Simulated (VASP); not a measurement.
# GaN: relaxation of the cell, by functional

GaN, F-43m (no. 216), 2 atoms in the cell.

| Functional | Volume (A^3) | Pressure left (GPa) | Ionic steps | SCF steps in all | Time (s) |
|---|---|---|---|---|---|
| B86b-PBE | 23.658 | -0.03 | 3 | 30 | 25 |
| TH-FL | 22.016 | -0.10 | 3 | 31 | 18 |
| B88-PW91 | 23.537 | -0.03 | 3 | 30 | 19 |

## Input of the first row

INCAR:
```
ALGO = Normal ; EDIFF = 1E-7
EDIFFG = -0.01 ; ENCUT = 600
GGA = LIBXC ; GGA_COMPAT = False
IBRION = 2 ; ISIF = 3
ISMEAR = 0 ; LASPH = True
LCHARG = False ; LIBXC1 = GGA_X_B86_MGC
LIBXC2 = GGA_C_PBE ; LREAL = False
LWAVE = False ; NELM = 100
NSW = 40 ; PREC = Accurate
SIGMA = 0.02
```

KPOINTS:
```
k-points
0
Gamma
  9 9 9
```

POSCAR:
```
GaN
1.0
    0.0000000000      2.2535006075      2.2535006075
    2.2535006075      0.0000000000      2.2535006075
    2.2535006075      2.2535006075      0.0000000000
Ga N
1 1
Direct
    0.0000000000      0.0000000000      0.0000000000
    0.2500000000      0.2500000000      0.2500000000
```

Commands:
```
cat potpaw_PBE.64/Ga_d/POTCAR potpaw_PBE.64/N/POTCAR > POTCAR
mpirun -np 1 vasp_std > vasp.out
```

Changes of the last row against the first:
```
- LIBXC1 = GGA_X_B86_MGC
- LIBXC2 = GGA_C_PBE
+ LIBXC1 = GGA_X_B88
+ LIBXC2 = GGA_C_PW91
```

VASP 6.6.1 took 25 s on 1 core (Intel Xeon 6975P-C (Granite Rapids)), a shared host.
